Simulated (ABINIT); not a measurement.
# AgBr (Fm-3m) in ABINIT: further runs

One crystal, AgBr, is run at these levels: LDA-PZ, PBE+D3(BJ); tasks: equation of state.

All numbers are computed with ABINIT 10.8.3 (patched build); they aren't measurements. Logs are shortened: lines on timing, memory, paths and dates and some standing lists are left out, and cuts for length are marked. The log counts tension as positive stress, the text compression.

## (1) The crystal as given

Symmetry: Fm-3m, No. 225, cubic system. The conventional cell has a = 5.740 Å, b = 5.740 Å, c = 5.740 Å, α = 90.00°, β = 90.00°, γ = 90.00°. Ag (site symmetry m-3m) is surrounded by 6 Br at 2.87 Å. Br (site symmetry m-3m) has 6 Ag at 2.87 Å as nearest neighbours.

## (2) Equation of state, LDA-PZ

run.abi

```
# Datasets: one volume each
ndtset 7
getwfk -1
scalecart1 3*0.9795861087
scalecart2 3*0.9864848297
scalecart3 3*0.9932883884
scalecart4 3*1.0000000000
scalecart5 3*1.0066227096
scalecart6 3*1.0131594038
scalecart7 3*1.0196128224

# Pseudopotentials
pp_dirpath "./"
pseudos "Ag.LDA_PW-JTH.xml, Br.LDA_PW-JTH.xml"

# Structure
acell 3*1.0
rprim
     0.0000000000     5.4237974366     5.4237974366
     5.4237974366     0.0000000000     5.4237974366
     5.4237974366     5.4237974366     0.0000000000
ntypat 2
znucl 47 35
natom 2
typat 1 2
xred
     0.0000000000     0.0000000000     0.0000000000
     0.5000000000     0.5000000000     0.5000000000

# Plane-wave basis
ecut 462.593566 eV
pawecutdg 34.0

# k points
kptopt 1
ngkpt 8 8 8
nshiftk 1
shiftk 0.0 0.0 0.0

# Exchange and correlation
ixc 2

# Bands and occupations
nband 13
occopt 3
tsmear 0.05 eV

# SCF cycle
nstep 100
tolvrs 1.0e-9

# Output
iomode 3
prtwf 1
prtden 0
prteig 0
prtebands 0
enunit 2
```

Potentials or basis: JTH PAW LDA v2.0.

Command:

```console
abinit run.abi > log 2>&1
```

run.abo:

```text
.Version 10.8.3 of ABINIT
 DATASET    1 : space group Fm -3 m (#225); Bravais cF (face-center cubic)
================================================================================
 Values of the parameters that define the memory need for DATASET  1.
     intxc =       0    ionmov =       0      iscf =      17    lmnmax =      18
     lnmax =       6     mgfft =      30  mpssoang =       3    mqgrid =    3001
     natom =       2  nloc_mem =       2    nspden =       1   nspinor =       1
    nsppol =       1      nsym =      48    n1xccc =       1    ntypat =       2
    occopt =       3   xclevel =       1
       mpw =        1018          nfft =       27000          nkpt =          29
 PAW method is used; the additional fine FFT grid is defined by:
   mgfftf=        40    nfftf =     64000
================================================================================
================================================================================
[... 71 lines left out ...]
 DATASET    7 : space group Fm -3 m (#225); Bravais cF (face-center cubic)
================================================================================
 Values of the parameters that define the memory need for DATASET  7.
     intxc =       0    ionmov =       0      iscf =      17    lmnmax =      18
     lnmax =       6     mgfft =      30  mpssoang =       3    mqgrid =    3001
     natom =       2  nloc_mem =       2    nspden =       1   nspinor =       1
    nsppol =       1      nsym =      48    n1xccc =       1    ntypat =       2
    occopt =       3   xclevel =       1
       mpw =        1151          nfft =       27000          nkpt =          29
 PAW method is used; the additional fine FFT grid is defined by:
   mgfftf=        45    nfftf =     91125
================================================================================
================================================================================

--------------------------------------------------------------------------------
------------- Echo of variables that govern the present computation ------------
--------------------------------------------------------------------------------
 -outvars: echo values of preprocessed input variables --------
            acell      1.0000000000E+00  1.0000000000E+00  1.0000000000E+00 Bohr
              amu      1.07868200E+02  7.99040000E+01
             ecut      1.70000000E+01 Hartree
           enunit           2
           getwfk          -1
              ixc           2
           jdtset        1    2    3    4    5    6    7
         kptrlatt        8    0    0      0    8    0      0    0    8
          kptrlen1     6.01106002E+01
          kptrlen2     6.05339282E+01
          kptrlen3     6.09514168E+01
          kptrlen4     6.13632632E+01
          kptrlen5     6.17696542E+01
          kptrlen6     6.21707671E+01
          kptrlen7     6.25667699E+01
            natom           2
[... 122 lines left out ...]
 getcut: wavevector=  0.0000  0.0000  0.0000  ngfft=  40  40  40
         ecut(hartree)=     34.000   => boxcut(ratio)=   2.02812

--- Pseudopotential description ------------------------------------------------
- pspini: atom type   1  psp file is ./Ag.LDA_PW-JTH.xml
 Pseudopotential format is: paw10
 basis_size (lnmax)=  6 (lmn_size= 18), orbitals=   0   0   1   1   2   2
 Spheres core radius: rc_sph= 2.51516130
 Shapefunction is BESSEL type: shapef(r,l)=aa(1,l)*jl(q(1,l)*r)+aa(2,l)*jl(q(2,l)*r)
 Radius for shape functions =  2.20290272
 Compensation charge density is not taken into account in XC energy/potential

- pspini: atom type   2  psp file is ./Br.LDA_PW-JTH.xml
 Pseudopotential format is: paw10
 basis_size (lnmax)=  4 (lmn_size=  8), orbitals=   0   0   1   1
 Spheres core radius: rc_sph= 2.20918964
 Shapefunction is BESSEL type: shapef(r,l)=aa(1,l)*jl(q(1,l)*r)+aa(2,l)*jl(q(2,l)*r)
 Radius for shape functions =  2.00422552
 Compensation charge density is not taken into account in XC energy/potential

   1.24639177E+03                                ecore*ucvol(ha*bohr**3)
--------------------------------------------------------------------------------

================================================================================

--- !BeginCycle
iteration_state: {dtset: 1, }
solver: {iscf: 17, nstep: 100, nline: 4, wfoptalg: 10, }
tolerances: {tolvrs: 1.00E-09, }
...
[... 1282 lines left out ...]
-Cartesian components of stress tensor (GPa)         [Pressure= -6.2000E+00 GPa]
- sigma(1 1)=  6.19999344E+00  sigma(3 2)=  0.00000000E+00
- sigma(2 2)=  6.19999344E+00  sigma(3 1)=  0.00000000E+00
- sigma(3 3)=  6.19999344E+00  sigma(2 1)=  0.00000000E+00

== END DATASET(S) ==============================================================
================================================================================

 -outvars: echo values of variables after computation  --------
            acell      1.0000000000E+00  1.0000000000E+00  1.0000000000E+00 Bohr
           etotal1    -5.2060854698E+01
           etotal2    -5.2060472484E+01
           etotal3    -5.2059857068E+01
           etotal4    -5.2059040285E+01
           etotal5    -5.2058051189E+01
           etotal6    -5.2056909407E+01
           etotal7    -5.2055635188E+01
            fcart1    -0.0000000000E+00 -0.0000000000E+00 -0.0000000000E+00
                      -0.0000000000E+00 -0.0000000000E+00 -0.0000000000E+00
            fcart2    -0.0000000000E+00 -0.0000000000E+00 -0.0000000000E+00
                      -0.0000000000E+00 -0.0000000000E+00 -0.0000000000E+00
            fcart3    -0.0000000000E+00 -0.0000000000E+00 -0.0000000000E+00
                      -0.0000000000E+00 -0.0000000000E+00 -0.0000000000E+00
            fcart4    -0.0000000000E+00 -0.0000000000E+00 -0.0000000000E+00
                      -0.0000000000E+00 -0.0000000000E+00 -0.0000000000E+00
            fcart5    -0.0000000000E+00 -0.0000000000E+00 -0.0000000000E+00
                      -0.0000000000E+00 -0.0000000000E+00 -0.0000000000E+00
[... 38 lines left out ...]
                       0.0000000000E+00  0.0000000000E+00  0.0000000000E+00
           xangst1     0.0000000000E+00  0.0000000000E+00  0.0000000000E+00
                       2.8115590680E+00  2.8115590680E+00  2.8115590680E+00
           xangst2     0.0000000000E+00  0.0000000000E+00  0.0000000000E+00
                       2.8313594320E+00  2.8313594320E+00  2.8313594320E+00
           xangst3     0.0000000000E+00  0.0000000000E+00  0.0000000000E+00
                       2.8508866660E+00  2.8508866660E+00  2.8508866660E+00
           xangst4     0.0000000000E+00  0.0000000000E+00  0.0000000000E+00
                       2.8701499981E+00  2.8701499981E+00  2.8701499981E+00
           xangst5     0.0000000000E+00  0.0000000000E+00  0.0000000000E+00
                       2.8891581680E+00  2.8891581680E+00  2.8891581680E+00
           xangst6     0.0000000000E+00  0.0000000000E+00  0.0000000000E+00
                       2.9079194608E+00  2.9079194608E+00  2.9079194608E+00
           xangst7     0.0000000000E+00  0.0000000000E+00  0.0000000000E+00
                       2.9264417402E+00  2.9264417402E+00  2.9264417402E+00
             xred      0.0000000000E+00  0.0000000000E+00  0.0000000000E+00
                       5.0000000000E-01  5.0000000000E-01  5.0000000000E-01
 Calculation completed.
```

Wall time 1.8 min (1 thread of Arm Neoverse N1, shared host); peak memory 0.13 GiB.

What came out:

| Item | Value |
| --- | --- |
| Equilibrium volume | 21.80 Å³/atom (rough: see the caveat) |
| Bulk modulus | 64 GPa (rough) |

Energy against volume, from the lowest point:
| volume (Å³/atom) | energy (meV/atom) |
| --- | --- |
| 22.225 | 0.00 |
| 22.698 | 5.20 |
| 23.171 | 13.57 |
| 23.644 | 24.69 |
| 24.116 | 38.14 |
| 24.589 | 53.68 |
| 25.062 | 71.02 |

Caveat: pressures at fixed basis lie under the slope of the energies; the minimum lies outside the volumes run.

## (3) Equation of state, PBE+D3(BJ)

run.abi

```
ndtset 7
getwfk -1
scalecart1 3*0.9795861087
scalecart2 3*0.9864848297
scalecart3 3*0.9932883884
scalecart4 3*1.0000000000
scalecart5 3*1.0066227096
scalecart6 3*1.0131594038
scalecart7 3*1.0196128224

pp_dirpath "./"
pseudos "Ag.GGA_PBE-JTH.xml, Br.GGA_PBE-JTH.xml"

acell 7.6704078944 7.6704078944 7.6704078944
rprim
     0.0000000000     0.7071067812     0.7071067812
     0.7071067812     0.0000000000     0.7071067812
     0.7071067812     0.7071067812     0.0000000000
ntypat 2
znucl 47 35
natom 2
typat 1 2
xred
     0.0000000000     0.0000000000     0.0000000000
     0.5000000000     0.5000000000     0.5000000000

ecut 17.0
pawecutdg 34.0

kptopt 1
ngkpt 8 8 8
nshiftk 1
shiftk 0.0 0.0 0.0

ixc 11
vdw_xc 7

nband 13
occopt 3
tsmear 0.05 eV

nstep 100
tolvrs 1.0e-9

iomode 3
prtwf 1
prtden 0
prteig 0
prtebands 0
enunit 1
```

Potentials or basis: JTH PAW PBE v2.0.

Command:

```console
abinit run.abi > log 2>&1
```

run.abo:

```text
.Version 10.8.3 of ABINIT
 DATASET    1 : space group Fm -3 m (#225); Bravais cF (face-center cubic)
================================================================================
 Values of the parameters that define the memory need for DATASET  1.
     intxc =       0    ionmov =       0      iscf =      17    lmnmax =      18
     lnmax =       6     mgfft =      30  mpssoang =       3    mqgrid =    3001
     natom =       2  nloc_mem =       2    nspden =       1   nspinor =       1
    nsppol =       1      nsym =      48    n1xccc =       1    ntypat =       2
    occopt =       3   xclevel =       2
       mpw =        1018          nfft =       27000          nkpt =          29
 PAW method is used; the additional fine FFT grid is defined by:
   mgfftf=        40    nfftf =     64000
================================================================================
================================================================================
[... 71 lines left out ...]
 DATASET    7 : space group Fm -3 m (#225); Bravais cF (face-center cubic)
[... 1440 lines left out ...]
                      -0.0000000000E+00 -0.0000000000E+00 -0.0000000000E+00
            fcart5    -0.0000000000E+00 -0.0000000000E+00 -0.0000000000E+00
                      -0.0000000000E+00 -0.0000000000E+00 -0.0000000000E+00
[... 38 lines left out ...]
                       0.0000000000E+00  0.0000000000E+00  0.0000000000E+00
           xangst1     0.0000000000E+00  0.0000000000E+00  0.0000000000E+00
                       2.8115590680E+00  2.8115590680E+00  2.8115590680E+00
           xangst2     0.0000000000E+00  0.0000000000E+00  0.0000000000E+00
                       2.8313594321E+00  2.8313594321E+00  2.8313594321E+00
           xangst3     0.0000000000E+00  0.0000000000E+00  0.0000000000E+00
                       2.8508866661E+00  2.8508866661E+00  2.8508866661E+00
           xangst4     0.0000000000E+00  0.0000000000E+00  0.0000000000E+00
                       2.8701499981E+00  2.8701499981E+00  2.8701499981E+00
           xangst5     0.0000000000E+00  0.0000000000E+00  0.0000000000E+00
                       2.8891581681E+00  2.8891581681E+00  2.8891581681E+00
           xangst6     0.0000000000E+00  0.0000000000E+00  0.0000000000E+00
                       2.9079194609E+00  2.9079194609E+00  2.9079194609E+00
           xangst7     0.0000000000E+00  0.0000000000E+00  0.0000000000E+00
                       2.9264417403E+00  2.9264417403E+00  2.9264417403E+00
             xred      0.0000000000E+00  0.0000000000E+00  0.0000000000E+00
                       5.0000000000E-01  5.0000000000E-01  5.0000000000E-01
 Calculation completed.
```

Wall time 2.2 min (1 thread of Arm Neoverse N1, shared host); peak memory 0.15 GiB.

What came out:

- Equilibrium volume: 23.54 Å³/atom
- Bulk modulus: 48 GPa
- Pressure derivative of the bulk modulus: 5.6 (rough: it moves with the points fitted)

Energy against volume, from the lowest point:
| volume (Å³/atom) | energy (meV/atom) |
| --- | --- |
| 22.225 | 12.37 |
| 22.698 | 4.87 |
| 23.171 | 0.82 |
| 23.644 | 0.00 |
| 24.116 | 1.90 |
| 24.589 | 6.21 |
| 25.062 | 12.58 |

Caveat: pressures at fixed basis lie under the slope of the energies.
